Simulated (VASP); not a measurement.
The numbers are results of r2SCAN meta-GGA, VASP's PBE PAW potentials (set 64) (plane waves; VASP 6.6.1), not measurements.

Gaps are without spin-orbit coupling.

```
Quantity                                               Result
---------------------------------------------  --------------
volume per atom                                19.10 Å^3/atom
band gap (over mesh and band path)                    0.70 eV
smallest direct gap (over mesh and band path)         2.00 eV
```

Problem. Which relaxed crystal gives these values?
A) CsI, Pm-3m (221)
B) MgS, Fm-3m (225)
C) MgCdS2, P4/mmm (123)
D) AlInSb2, P-4m2 (115)

Solution. C, MgCdS2, P4/mmm (123)
